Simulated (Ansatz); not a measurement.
**HfN: band structure with PBEsol+U**

The system is HfN.

```
CELL_PARAMETERS angstrom
0.00000 2.45482 2.45482
2.45482 0.00000 2.45482
2.45482 2.45482 0.00000
ATOMIC_POSITIONS crystal
Hf 0.00000 0.00000 0.00000
N 0.25000 0.25000 0.25000
```

The cell comes from a database or a generator and needn't be the stable form of this composition.

* Program: Ansatz 0.2.0
* Task: band structure
* Functional: PBEsol
* Potentials or basis: Ansatz PAW
* Cutoff: 420 eV (not typed: the program's choice for these potentials)
* k mesh: 9 × 9 × 9
* Occupations: fermi-dirac, width 0.05 eV
* Spin: no spin polarisation
* Hubbard terms: Hf d U = 6 eV
* Path: [["G", "X", "W", "K", "G", "L", "U", "W", "L", "K"], ["U", "X"]]
* Points for each segment of the path: 14
* Hubbard projectors: ortho-atomic (the default)
* Double counting: fll (the default)

```yaml
Pressure: 3.8 GPa
Band_gap_on_the_k_mesh: none (metal or under the smearing width)
```

Levels at the corners of the path, in eV from the Fermi level:
| point | band 12 | band 13 | band 14 | band 15 | band 16 | band 17 | band 18 | band 19 | band 20 | band 21 |
| --- | --- | --- | --- | --- | --- | --- | --- | --- | --- | --- |
| Γ | -13.43 | -5.65 | -5.65 | -5.65 | -1.45 | 3.39 | 3.39 | 6.33 | 6.33 | 6.33 |
| X | -13.45 | -6.77 | -3.99 | -3.99 | -1.43 | 2.73 | 4.43 | 4.43 | 5.15 | 9.33 |
| W | -13.44 | -5.49 | -5.45 | -3.99 | -1.38 | 1.90 | 4.55 | 4.60 | 6.48 | 9.24 |
| K | -13.44 | -6.15 | -4.66 | -4.23 | -1.20 | 2.61 | 3.28 | 5.57 | 5.96 | 8.59 |
| Γ | -13.43 | -5.65 | -5.65 | -5.65 | -1.45 | 3.39 | 3.39 | 6.33 | 6.33 | 6.33 |
| L | -13.43 | -6.30 | -4.97 | -4.97 | 1.29 | 3.37 | 3.69 | 3.69 | 5.04 | 5.04 |
| U | -13.44 | -6.15 | -4.66 | -4.23 | -1.20 | 2.61 | 3.28 | 5.57 | 5.96 | 8.59 |
| W | -13.44 | -5.49 | -5.45 | -3.99 | -1.38 | 1.90 | 4.55 | 4.60 | 6.48 | 9.24 |
| L | -13.43 | -6.30 | -4.97 | -4.97 | 1.29 | 3.37 | 3.69 | 3.69 | 5.04 | 5.04 |
| K | -13.44 | -6.15 | -4.66 | -4.23 | -1.20 | 2.61 | 3.28 | 5.57 | 5.96 | 8.59 |
| U | -13.44 | -6.15 | -4.66 | -4.23 | -1.20 | 2.61 | 3.28 | 5.57 | 5.96 | 8.59 |
| X | -13.45 | -6.77 | -3.99 | -3.99 | -1.43 | 2.73 | 4.43 | 4.43 | 5.15 | 9.33 |

Eigenvalues of the final occupation matrices:
| site | spin | trace | eigenvalues |
| --- | --- | --- | --- |
| site 1 | 1 | 1.27 | 0.13 0.13 0.34 0.34 0.34 |

It took 4.1 s on 2 threads of Arm Neoverse V2, on a shared host, peak memory 0.33 GiB.

Caveat: the pressure holds a Pulay correction of +0.4 GPa for the finite cutoff; spin-orbit coupling is left out, which moves the levels of the heavy elements; U without spin polarisation on a metal has little footing; the PAW data sets come from PBE, with cores solved anew for the run's functional, which leaves a small shift of forces and pressure.
